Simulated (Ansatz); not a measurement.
# SiRu: vibrations at Γ and dielectric response, part 2 of 2

Ansatz 0.2.0, plane waves.

### Step 3. Dielectric tensor and Born charges, r2SCAN

This run takes the cell relaxed with r2SCAN (a = 4.705 Å).

input.yaml

```yaml
crystal:
  lattice:
    - [4.7048235973, 0.0, 0.0]
    - [0.0, 4.7048235973, 0.0]
    - [0.0, 0.0, 4.7048235973]
  atoms:
    - { symbol: Si, position: [0.1624240179, 0.3375759821, 0.6624240179] }
    - { symbol: Si, position: [0.3375759821, 0.6624240179, 0.1624240179] }
    - { symbol: Si, position: [0.6624240179, 0.1624240179, 0.3375759821] }
    - { symbol: Si, position: [0.8375759821, 0.8375759821, 0.8375759821] }
    - { symbol: Ru, position: [0.8705990398, 0.6294009602, 0.3705990398] }
    - { symbol: Ru, position: [0.6294009602, 0.3705990398, 0.8705990398] }
    - { symbol: Ru, position: [0.3705990398, 0.8705990398, 0.6294009602] }
    - { symbol: Ru, position: [0.1294009602, 0.1294009602, 0.1294009602] }
kpoints:
  mp_grid: { grid: [4, 4, 4] }
hamiltonian:
  xc: r2scan
scf:
  occupations: { method: fixed }
dielectric: {}
```

Started as:

```bash
> ansatz run input.yaml --threads 2 --pin off --max-ram 29491MiB --backend cpu --events-out ev --progress --plain --runs-dir out
```

What it wrote:

```text
Engine: ansatz 0.2.0, x86_64-unknown-linux-gnu
Pseudopotentials: kind: paw
Pseudopotential: Si, paw, valence charge 4, recommended cutoff 500 eV (meta_gga), Si.paw.azcp
Pseudopotential: Ru, paw, valence charge 16, recommended cutoff 500 eV (meta_gga), Ru.paw.azcp
Functional definition: r2SCAN
  parameter k0 = 0.174
  parameter k1 = 0.065
  parameter a1 = 4.9479
  exchange = r2scan_x(k0 = k0, k1 = k1, a1 = a1)
  correlation = r2scan_c
Crystal: 8 atoms, lattice volume = 104.143 Å³
Basis set: ecut = 500 eV, 2601 PW (Γ), exchange–correlation on 144×144×144 points (64 copies of the dense FFT grid, shifted against one another)
Bands: 48, of which v1, the nominal top of the filled ones, is band 40 counted from 1 (39 counted from 0)
Symmetry: 12 space group operations
k-points: 30 of 64 (irreducible under 2 space group operations, time reversal used)
Non-local potential: Si, projectors of the file, l = 0: 2, l = 1: 2, l = 2: 2
Non-local potential: Ru, projectors of the file, l = 0: 3, l = 1: 2, l = 2: 2, l = 3: 1
PAW form: soft (Blöchl's): semilocal exchange-correlation on the pseudo side does not see the compensation charge
PAW frozen core: Si, regenerated for the run's functional (the file was generated under x = pbe(κ = 0.804, μ = 0.2195149727645171), c = pbe(β = 0.06672455060314922))
PAW frozen core: Ru, regenerated for the run's functional (the file was generated under x = pbe(κ = 0.804, μ = 0.2195149727645171), c = pbe(β = 0.06672455060314922))
PAW one-centre angular grid: Si, 302 points (default); XC on 160 Gauss nodes
PAW one-centre angular grid: Ru, 590 points (default); XC on 160 Gauss nodes
Initial density: superposition of atomic densities (neutral atoms: chi_scale 0, normalization atom), corrected by the library's trained network
Initial wavefunctions: pseudopotential atomic-orbital guess
Functional: x = r2scan, c = r2scan; τ floored in thin density (d = 2e-4 eV/Å³)
SCF iter   1: F=—  HF=-26124.277575 eV  |F-HF|=—  |Δ(HF+E_count)|=         —  Δρ=1.39e-2  dr2=7.54e-2  dr2_τ=1.12e-1  ethr=1.77e-3  ⟨swp⟩=4.6  Hψ=4714  notcnv=0  defer=179
preconditioner: auto → Resta (q_TF=auto, 2.611 Å⁻¹)  ε∞=13.2  [insulator: Δε(μ)=0.302 eV  Ē_g=7.222 eV  n_scr=26 (ndim 8)  ℏωp=25.2 eV  f_vac=0.000  ε∞_Penn≈13.2]
SCF iter   2: F=—  HF=-26124.369640 eV  |F-HF|=—  |Δ(HF+E_count)|=   9.21e-2  Δρ=8.21e-3  dr2=2.87e-2  dr2_τ=6.43e-4  ethr=9.43e-5  ⟨swp⟩=2.0  Hψ=2463  notcnv=0  defer=177
SCF iter   3: F=—  HF=-26124.372566 eV  |F-HF|=—  |Δ(HF+E_count)|=   2.93e-3  Δρ=9.48e-4  dr2=3.33e-4  dr2_τ=7.08e-5  ethr=3.58e-5  ⟨swp⟩=2.6  Hψ=2434  notcnv=0  defer=177
SCF iter   4: F=—  HF=-26124.372671 eV  |F-HF|=—  |Δ(HF+E_count)|=   1.05e-4  Δρ=2.79e-4  dr2=6.61e-5  dr2_τ=6.36e-6  ethr=4.16e-7  ⟨swp⟩=2.0  Hψ=2271  notcnv=0  defer=177
SCF iter   5: F=—  HF=-26124.372707 eV  |F-HF|=—  |Δ(HF+E_count)|=   3.57e-5  Δρ=1.24e-4  dr2=1.68e-5  dr2_τ=2.67e-6  ethr=8.26e-8  ⟨swp⟩=2.0  Hψ=2083  notcnv=0  defer=109
SCF iter   6: F=—  HF=-26124.372708 eV  |F-HF|=—  |Δ(HF+E_count)|=   1.32e-6  Δρ=3.54e-5  dr2=9.56e-7  dr2_τ=2.63e-8  ethr=2.10e-8  ⟨swp⟩=2.0  Hψ=2083  notcnv=0  defer=79
SCF iter   7: F=—  HF=-26124.372709 eV  |F-HF|=—  |Δ(HF+E_count)|=   4.17e-7  Δρ=9.59e-6  dr2=7.85e-8  dr2_τ=1.15e-8  ethr=1.20e-9  ⟨swp⟩=2.0  Hψ=2083  notcnv=0  defer=77
SCF iter   8: F=—  HF=-26124.372709 eV  |F-HF|=—  |Δ(HF+E_count)|=   5.61e-8  Δρ=2.28e-6  dr2=3.33e-9  dr2_τ=7.07e-10  ethr=9.81e-11  ⟨swp⟩=2.0  Hψ=2075  notcnv=0  defer=77
SCF iter   9: F=—  HF=-26124.372709 eV  |F-HF|=—  |Δ(HF+E_count)|=   3.38e-9  Δρ=8.03e-7  dr2=3.74e-10  dr2_τ=3.42e-11  ethr=4.16e-12  ⟨swp⟩=2.0  Hψ=2241  notcnv=0  defer=77
SCF iter  10: F=-26124.372709 eV  HF=-26124.372709 eV  |F-HF|=1.46e-11  |Δ(HF+E_count)|=  2.22e-10  Δρ=2.07e-7  dr2=3.09e-11  dr2_τ=3.64e-12  ethr=1.00e-12  ⟨swp⟩=10.4  Hψ=5653  notcnv=0
SCF 1 converged in 10 iterations: F = -26124.372709 eV  dr2 = 3.09e-11
NSCF: frozen V_eff on 30 k-points
NSCF: frozen V_eff on 8 k-points
DFPT response loops at Γ: preconditioner auto → Resta (q_TF=auto, 2.611 Å⁻¹)  ε∞=14.2 (no band partly filled); β = 1.00, the filter's whole step (`scf.mixing.beta` (0.50) is not read by the response loops at its default; to damp them type it under 1.00, their step now; it binds the ground state too); Broyden in place of MSR1
── the response to a field inside a basis, on 8×8×8 k-points: an SCF that follows is theirs, and a resumed run solves both again ──
Bands: 41, of which v1, the nominal top of the filled ones, is band 40 counted from 1 (39 counted from 0)
k-points: 24 of 512 (time reversal used)
Initial density: handed on by an earlier stage of this run
Initial wavefunctions: pseudopotential atomic-orbital guess (no wavefunctions were taken with the density)
Eigensolver: Dense (24 Hₖ)
SCF iter   1: F=—  HF=-26124.064658 eV  |F-HF|=—  |Δ(HF+E_count)|=         —  Δρ=5.16e-4  dr2=9.28e-5  dr2_τ=5.95e-5  ethr=1.00e-1
preconditioner: auto → Resta (q_TF=auto, 2.611 Å⁻¹)  ε∞=26.9  [insulator: Δε(μ)=0.340 eV  Ē_g=4.958 eV  n_scr=26 (ndim 8)  ℏωp=25.2 eV  f_vac=0.000  ε∞_Penn≈26.9]
SCF iter   2: F=—  HF=-26124.064684 eV  |F-HF|=—  |Δ(HF+E_count)|=   2.57e-5  Δρ=2.75e-4  dr2=2.80e-5  dr2_τ=3.89e-6  ethr=1.16e-7
SCF iter   3: F=—  HF=-26124.064693 eV  |F-HF|=—  |Δ(HF+E_count)|=   9.68e-6  Δρ=5.68e-5  dr2=3.12e-6  dr2_τ=5.83e-7  ethr=3.51e-8
SCF iter   4: F=—  HF=-26124.064693 eV  |F-HF|=—  |Δ(HF+E_count)|=   6.17e-8  Δρ=1.99e-5  dr2=3.64e-7  dr2_τ=9.84e-9  ethr=3.90e-9
SCF iter   5: F=-26124.064693 eV  HF=-26124.064693 eV  |F-HF|=1.72e-8  |Δ(HF+E_count)|=   1.35e-7  Δρ=4.22e-6  dr2=1.70e-8  dr2_τ=1.01e-9  ethr=4.55e-10
SCF 1 converged in 5 iterations: F = -26124.064693 eV  dr2 = 1.70e-8
DFPT response loops at Γ: preconditioner auto → Resta (q_TF=auto, 2.611 Å⁻¹)  ε∞=13.3 (no band partly filled); β = 1.00, the filter's whole step (`scf.mixing.beta` (0.50) is not read by the response loops at its default; to damp them type it under 1.00, their step now; it binds the ground state too); Broyden in place of MSR1
SCF converged after 10 iterations
Free energy (F): -26124.372709 eV
Harris-Foulkes:  -26124.372709 eV  (|F-HF|=1.46e-11)
Internal energy: -26124.372709 eV  (E = F + TS)
E sigma→0 (E₀):  -26124.372709 eV
Fermi energy:    18.130524 eV
--- Per-component energies (eV) ---
  E_band       = -421.350660
  E_kinetic    = 2244.630105
  E_local      = -6991.651888  (includes V_loc(G=0)·N_el)
  E_nonlocal   = 1468.698646
  E_hartree    = 2491.407532
  E_xc         = -953.615889
  E_vxc        = -1284.389061  (∫ρ·V_xc dr)
  E_paw        = -15995.456752  (= ΣΔE_a)
  E_vpaw       = -926.393609  (= ΣTr[D̂ρ^β])
  E_aug_tail   = 0.000329  (compensation charges beyond the density's cutoff)
  E_vtau       = 84.940053  (kinetic-family band-sum trace: ∫τ·v_τ [+ j·A + Jᵃ·Aᵃ] dr)
  E_ewald      = -8386.835237
  E_core_change = -1.549554  (= ΣΔE_core)
  E_smearing   = -0.000000  (= −TS)
  E_closure    = 0.000000  (closes the sum)
  Σ components = -26124.372709   (vs F -26124.372709, Δ=0.00e0)
--- Band table (eV; the first three rows and the last of 30) ---
  k-point 0: bands = ["-56.7426", "-56.6871", "-56.6871", "-56.6871", "-26.2087", "-26.2087", "-26.2087", "-26.0361", "-26.0361", "-26.0361", "-26.0120", "-25.8650", "-25.8650", "-25.7967", "-25.7967", "-25.7967", "4.9817", "9.3534", "9.3534", "9.3534", "12.4313", "12.4313", "12.4313", "13.2579", "13.3474", "13.3474", "13.3474", "14.2561", "14.2561", "14.2715", "14.2715", "14.2715", "15.6028", "15.6028", "15.6028", "17.5764", "17.5764", "17.5764", "17.7497", "17.7497", "19.2936", "19.2936", "19.2936", "21.5644", "21.5644", "21.5644", "22.8947", "22.8947"]
  k-point 1: bands = ["-56.7364", "-56.7017", "-56.6852", "-56.6806", "-26.2390", "-26.2194", "-26.1540", "-26.0782", "-26.0623", "-26.0281", "-25.9650", "-25.8621", "-25.8426", "-25.8139", "-25.8099", "-25.7942", "5.4492", "8.2237", "9.4451", "10.0430", "11.3887", "12.6485", "12.8022", "12.9193", "13.0901", "13.5223", "14.0998", "14.1870", "14.2440", "14.3252", "14.5184", "14.5940", "15.2799", "15.7473", "15.9460", "16.7041", "17.0630", "17.5093", "17.7542", "18.1305", "18.6626", "19.0048", "20.1766", "21.0990", "21.3408", "21.8874", "22.0426", "22.9903"]
  k-point 2: bands = ["-56.7205", "-56.7205", "-56.6814", "-56.6814", "-26.2379", "-26.2379", "-26.1028", "-26.1028", "-26.0681", "-26.0681", "-25.8922", "-25.8922", "-25.8245", "-25.8245", "-25.8097", "-25.8097", "6.7030", "6.7030", "9.7883", "9.7883", "11.7120", "11.7120", "13.0918", "13.0918", "13.4495", "13.4495", "14.2031", "14.2031", "14.3285", "14.3285", "14.9869", "14.9869", "15.3471", "15.3471", "15.9144", "15.9144", "17.1335", "17.1335", "17.9623", "17.9623", "18.4983", "18.4983", "20.6207", "20.6207", "21.1638", "21.1638", "23.3995", "23.3995"]
  k-point 29: bands = ["-56.7009", "-56.7009", "-56.7009", "-56.7009", "-26.1932", "-26.1932", "-26.1932", "-26.1932", "-25.9838", "-25.9838", "-25.9838", "-25.9838", "-25.7920", "-25.7920", "-25.7920", "-25.7920", "8.6630", "8.6630", "8.6630", "8.6630", "11.5945", "11.5945", "11.5945", "11.5945", "13.8533", "13.8533", "13.8533", "13.8533", "13.9320", "13.9320", "13.9320", "13.9320", "16.5411", "16.5411", "16.5411", "16.5411", "16.9612", "16.9612", "16.9612", "16.9612", "18.9421", "18.9421", "18.9421", "18.9421", "22.7931", "22.7931", "22.7931", "22.7931"]
--- Dielectric response (ions clamped): 3 representative field directions + reference, inside a basis on a mesh of 512 k-points (Σ response iterations 18) ---
  ε∞ (high-frequency dielectric tensor):
       34.558473     0.000000    -0.000000
        0.000000    34.558473     0.000000
       -0.000000     0.000000    34.558473
  Born effective charges Z* (e; rows j = field, columns β = displacement):
    site 0:
         4.30764   -0.39137   -0.04499
         0.04499    4.30764   -0.39137
         0.39137    0.04499    4.30764
    site 1:
         4.30764   -0.39137    0.04499
         0.04499    4.30764    0.39137
        -0.39137   -0.04499    4.30764
    site 2:
         4.30764    0.39137    0.04499
        -0.04499    4.30764   -0.39137
        -0.39137    0.04499    4.30764
    site 3:
         4.30764    0.39137   -0.04499
        -0.04499    4.30764    0.39137
         0.39137   -0.04499    4.30764
    site 4:
        -4.30764   -0.51452    0.43845
        -0.43845   -4.30764   -0.51452
         0.51452   -0.43845   -4.30764
    site 5:
        -4.30764   -0.51452   -0.43845
        -0.43845   -4.30764    0.51452
        -0.51452    0.43845   -4.30764
    site 6:
        -4.30764    0.51452   -0.43845
         0.43845   -4.30764   -0.51452
        -0.51452   -0.43845   -4.30764
    site 7:
        -4.30764    0.51452    0.43845
         0.43845   -4.30764    0.51452
         0.51452    0.43845   -4.30764
  Z* charge neutrality: 1.119e-2 e pre-enforcement
  solved inside a basis spanned on kpoints, on 8×8×8 k-points, its susceptibility summed on 10×10×10: ε∞ is read to err by 1.9e-1, Z* by 4.2e-2 e (field_mesh: kpoints solves on kpoints); Z* is corrected for what the basis lacks
```

It took 1.9 min on 2 threads of AMD EPYC 7R13 (Zen 3), shared host; peak memory 1.6 GiB.

The clamped-ion dielectric constant is 34.56. Mean Born charges: Si +4.31, Ru -4.31 e.

### Step 4. Field response with PBE

Edit input.yaml of step 3 so:

```diff
@@ -17,3 +17,3 @@
 hamiltonian:
-  xc: r2scan
+  xc: pbe
 scf:
```

Started as:

```bash
> ansatz run input.yaml --threads 2 --pin off --max-ram 29491MiB --backend cpu --events-out ev --progress --plain --runs-dir out
```

What it wrote:

```text
[... 4 set-up lines as earlier in the session ...]
Functional definition: PBE
  parameter kappa = 0.804
  parameter beta = 0.06672455060314922
  exchange = pbe_x(kappa = kappa, mu = beta*pi^2/3)
  correlation = pbe_c(beta = beta)
Crystal: 8 atoms, lattice volume = 104.143 Å³
Basis set: ecut = 420 eV, 2007 PW (Γ), exchange–correlation on 64×64×64 points (8 copies of the dense FFT grid, shifted against one another)
Bands: 48, of which v1, the nominal top of the filled ones, is band 40 counted from 1 (39 counted from 0)
[... 1 set-up line as earlier in the session ...]
k-points: 30 of 64 (irreducible under 2 space group operations, time reversal used)
[... 7 set-up lines as earlier in the session ...]
Functional: x = pbe(κ = 0.804, μ = 0.2195149727645171), c = pbe(β = 0.06672455060314922)
SCF iter   1: F=—  HF=-26063.044213 eV  |F-HF|=—  |Δ(HF+E_count)|=         —  Δρ=1.03e-2  dr2=4.64e-2  ethr=1.77e-3  ⟨swp⟩=4.2  Hψ=4640  notcnv=0  defer=177
preconditioner: auto → Resta (q_TF=auto, 2.611 Å⁻¹)  ε∞=14.8  [insulator: Δε(μ)=0.266 eV  Ē_g=6.789 eV  n_scr=26 (ndim 8)  ℏωp=25.2 eV  f_vac=0.000  ε∞_Penn≈14.8]
SCF iter   2: F=—  HF=-26063.035873 eV  |F-HF|=—  |Δ(HF+E_count)|=   8.34e-3  Δρ=5.06e-3  dr2=9.61e-3  ethr=5.80e-5  ⟨swp⟩=2.6  Hψ=2712  notcnv=0  defer=177
SCF iter   3: F=—  HF=-26063.034536 eV  |F-HF|=—  |Δ(HF+E_count)|=   1.34e-3  Δρ=1.14e-3  dr2=9.59e-4  ethr=1.20e-5  ⟨swp⟩=2.9  Hψ=2621  notcnv=0  defer=177
SCF iter   4: F=—  HF=-26063.034447 eV  |F-HF|=—  |Δ(HF+E_count)|=   8.94e-5  Δρ=3.10e-4  dr2=5.78e-5  ethr=1.20e-6  ⟨swp⟩=2.0  Hψ=1988  notcnv=0  defer=177
SCF iter   5: F=—  HF=-26063.034436 eV  |F-HF|=—  |Δ(HF+E_count)|=   1.01e-5  Δρ=4.41e-5  dr2=2.03e-6  ethr=7.23e-8  ⟨swp⟩=2.5  Hψ=2398  notcnv=0  defer=82
SCF iter   6: F=—  HF=-26063.034432 eV  |F-HF|=—  |Δ(HF+E_count)|=   4.38e-6  Δρ=9.72e-6  dr2=6.72e-8  ethr=2.54e-9  ⟨swp⟩=2.2  Hψ=2112  notcnv=0  defer=77
SCF iter   7: F=—  HF=-26063.034432 eV  |F-HF|=—  |Δ(HF+E_count)|=   4.46e-9  Δρ=2.08e-6  dr2=4.72e-9  ethr=8.40e-11  ⟨swp⟩=2.6  Hψ=2540  notcnv=0  defer=77
SCF iter   8: F=-26063.034432 eV  HF=-26063.034432 eV  |F-HF|=5.09e-11  |Δ(HF+E_count)|=  5.60e-10  Δρ=3.17e-7  dr2=9.14e-11  ethr=1.00e-12  ⟨swp⟩=8.9  Hψ=5935  notcnv=0
SCF 1 converged in 8 iterations: F = -26063.034432 eV  dr2 = 9.14e-11
NSCF: frozen V_eff on 30 k-points
NSCF: frozen V_eff on 8 k-points
DFPT response loops at Γ: preconditioner auto → Resta (q_TF=auto, 2.611 Å⁻¹)  ε∞=15.8 (no band partly filled); β = 1.00, the filter's whole step (`scf.mixing.beta` (0.50) is not read by the response loops at its default; to damp them type it under 1.00, their step now; it binds the ground state too); Broyden in place of MSR1
── the response to a field inside a basis, on 10×10×10 k-points: an SCF that follows is theirs, and a resumed run solves both again ──
Bands: 41, of which v1, the nominal top of the filled ones, is band 40 counted from 1 (39 counted from 0)
k-points: 45 of 1000 (time reversal used)
[... 2 set-up lines as earlier in the session ...]
Eigensolver: Dense (45 Hₖ)
SCF iter   1: F=—  HF=-26062.759359 eV  |F-HF|=—  |Δ(HF+E_count)|=         —  Δρ=5.04e-4  dr2=7.81e-5  ethr=1.00e-1
preconditioner: auto → Resta (q_TF=auto, 2.611 Å⁻¹)  ε∞=30.2  [insulator: Δε(μ)=0.252 eV  Ē_g=4.665 eV  n_scr=26 (ndim 8)  ℏωp=25.2 eV  f_vac=0.000  ε∞_Penn≈30.2]
SCF iter   2: F=—  HF=-26062.759354 eV  |F-HF|=—  |Δ(HF+E_count)|=   5.45e-6  Δρ=2.73e-4  dr2=2.45e-5  ethr=9.76e-8
SCF iter   3: F=—  HF=-26062.759354 eV  |F-HF|=—  |Δ(HF+E_count)|=   5.61e-7  Δρ=2.66e-5  dr2=6.18e-7  ethr=3.06e-8
SCF iter   4: F=—  HF=-26062.759354 eV  |F-HF|=—  |Δ(HF+E_count)|=   1.27e-7  Δρ=1.16e-5  dr2=1.63e-7  ethr=7.73e-10
SCF iter   5: F=-26062.759354 eV  HF=-26062.759354 eV  |F-HF|=2.20e-9  |Δ(HF+E_count)|=   3.26e-8  Δρ=2.77e-6  dr2=6.24e-9  ethr=2.04e-10
SCF 1 converged in 5 iterations: F = -26062.759354 eV  dr2 = 6.24e-9
DFPT response loops at Γ: preconditioner auto → Resta (q_TF=auto, 2.611 Å⁻¹)  ε∞=15.4 (no band partly filled); β = 1.00, the filter's whole step (`scf.mixing.beta` (0.50) is not read by the response loops at its default; to damp them type it under 1.00, their step now; it binds the ground state too); Broyden in place of MSR1
SCF converged after 8 iterations
Free energy (F): -26063.034432 eV
Harris-Foulkes:  -26063.034432 eV  (|F-HF|=5.09e-11)
Internal energy: -26063.034432 eV  (E = F + TS)
E sigma→0 (E₀):  -26063.034432 eV
Fermi energy:    18.192478 eV
--- Per-component energies (eV) ---
  E_band       = -353.962419
  E_kinetic    = 2246.120242
  E_local      = -6996.971460  (includes V_loc(G=0)·N_el)
  E_nonlocal   = 1474.216804
  E_hartree    = 2490.593553
  E_xc         = -994.288039
  E_vxc        = -1159.345577  (∫ρ·V_xc dr)
  E_paw        = -15895.869659  (= ΣΔE_a)
  E_vpaw       = -899.169711  (= ΣTr[D̂ρ^β])
  E_aug_tail   = -0.000636  (compensation charges beyond the density's cutoff)
  E_ewald      = -8386.835237
  E_smearing   = -0.000000  (= −TS)
  E_closure    = 0.000000  (closes the sum)
  Σ components = -26063.034432   (vs F -26063.034432, Δ=0.00e0)
--- Band table (eV; the first three rows and the last of 30) ---
  k-point 0: bands = ["-54.4874", "-54.4370", "-54.4370", "-54.4370", "-24.7313", "-24.7313", "-24.7313", "-24.5535", "-24.5535", "-24.5535", "-24.5509", "-24.3945", "-24.3945", "-24.3309", "-24.3309", "-24.3309", "5.6989", "9.8306", "9.8306", "9.8306", "12.7792", "12.7792", "12.7792", "13.5960", "13.6798", "13.6798", "13.6798", "14.4961", "14.4961", "14.4961", "14.5033", "14.5033", "15.7903", "15.7903", "15.7903", "17.7098", "17.7098", "17.7098", "17.8874", "17.8874", "19.2426", "19.2426", "19.2426", "21.3774", "21.3774", "21.3774", "22.7036", "22.7036"]
  k-point 1: bands = ["-54.4818", "-54.4503", "-54.4353", "-54.4311", "-24.7588", "-24.7410", "-24.6809", "-24.5931", "-24.5820", "-24.5615", "-24.4872", "-24.3913", "-24.3737", "-24.3474", "-24.3434", "-24.3284", "6.1408", "8.7615", "9.9164", "10.4696", "11.8061", "12.9967", "13.1372", "13.2900", "13.4258", "13.8342", "14.3222", "14.3925", "14.5315", "14.5356", "14.7557", "14.8554", "15.4801", "15.9379", "16.1416", "16.8562", "17.2329", "17.6529", "17.8879", "18.1925", "18.6695", "18.9619", "20.0955", "20.9378", "21.1872", "21.6881", "21.8815", "22.7807"]
  k-point 2: bands = ["-54.4674", "-54.4674", "-54.4319", "-54.4319", "-24.7578", "-24.7578", "-24.6272", "-24.6272", "-24.5905", "-24.5905", "-24.4190", "-24.4190", "-24.3577", "-24.3577", "-24.3430", "-24.3430", "7.3255", "7.3255", "10.2350", "10.2350", "12.0999", "12.0999", "13.4375", "13.4375", "13.7868", "13.7868", "14.4168", "14.4168", "14.5763", "14.5763", "15.1775", "15.1775", "15.5723", "15.5723", "16.1117", "16.1117", "17.2944", "17.2944", "18.0547", "18.0547", "18.5050", "18.5050", "20.5044", "20.5044", "21.0122", "21.0122", "23.1504", "23.1504"]
  k-point 29: bands = ["-54.4496", "-54.4496", "-54.4496", "-54.4496", "-24.7135", "-24.7135", "-24.7135", "-24.7135", "-24.5084", "-24.5084", "-24.5084", "-24.5084", "-24.3269", "-24.3269", "-24.3269", "-24.3269", "9.1694", "9.1694", "9.1694", "9.1694", "12.0022", "12.0022", "12.0022", "12.0022", "14.0992", "14.0992", "14.0992", "14.0992", "14.2337", "14.2337", "14.2337", "14.2337", "16.7108", "16.7108", "16.7108", "16.7108", "17.1262", "17.1262", "17.1262", "17.1262", "18.9071", "18.9071", "18.9071", "18.9071", "22.4781", "22.4781", "22.4781", "22.4781"]
--- Dielectric response (ions clamped): 3 representative field directions + reference, inside a basis on a mesh of 1000 k-points (Σ response iterations 18) ---
  ε∞ (high-frequency dielectric tensor):
       44.322085     0.000000    -0.000000
        0.000000    44.322085     0.000000
       -0.000000     0.000000    44.322085
  Born effective charges Z* (e; rows j = field, columns β = displacement):
    site 0:
         4.31796   -0.36825   -0.18085
         0.18085    4.31796   -0.36825
         0.36825    0.18085    4.31796
    site 1:
         4.31796   -0.36825    0.18085
         0.18085    4.31796    0.36825
        -0.36825   -0.18085    4.31796
    site 2:
         4.31796    0.36825    0.18085
        -0.18085    4.31796   -0.36825
        -0.36825    0.18085    4.31796
    site 3:
         4.31796    0.36825   -0.18085
        -0.18085    4.31796    0.36825
         0.36825   -0.18085    4.31796
    site 4:
        -4.31796   -0.56877    0.36186
        -0.36186   -4.31796   -0.56877
         0.56877   -0.36186   -4.31796
    site 5:
        -4.31796   -0.56877   -0.36186
        -0.36186   -4.31796    0.56877
        -0.56877    0.36186   -4.31796
    site 6:
        -4.31796    0.56877   -0.36186
         0.36186   -4.31796   -0.56877
        -0.56877   -0.36186   -4.31796
    site 7:
        -4.31796    0.56877    0.36186
         0.36186   -4.31796    0.56877
         0.56877    0.36186   -4.31796
  Z* charge neutrality: 1.460e-2 e pre-enforcement
  solved inside a basis spanned on kpoints, on 10×10×10 k-points: ε∞ is read to err by 2.6e-1, Z* by 3.1e-2 e (field_mesh: kpoints solves on kpoints); Z* is corrected for what the basis lacks
```

Run time: 60 s. Hardware: 2 threads of AMD EPYC 7R13 (Zen 3), shared host; peak memory 1.1 GiB.

ε∞ along the axes: 44.32. Mean Born charges: Si +4.32, Ru -4.32 e.

### Step 5. Results

The summary covers parts 1 to 2.

| quantity | value |
| --- | --- |
| ε∞, PBEsol at the PBEsol cell | 47.87 |
| ε∞, r2SCAN at the r2SCAN cell | 34.56 |
| ε∞, PBE at the r2SCAN cell | 44.32 |
| Born charges (mean of the diagonal), PBE | Si +4.32, Ru -4.32 e |
| optical modes | 163 to 445 cm⁻¹ |
| highest mode with the LO–TO term | 458 cm⁻¹ |
| static dielectric constant | 64.4 |

**Reading.** ε∞ averages 44.3 in PBE, so the refractive index well below the gap is about 6.66 at that level. PBE screens more (44.32 for PBE, 34.56 for r2SCAN), in step with its smaller gap on the mesh (0.24 and 0.30 eV). The ions raise the dielectric constant from 47.9 to 64.4. No mode at Γ is imaginary; other wave vectors weren't computed.
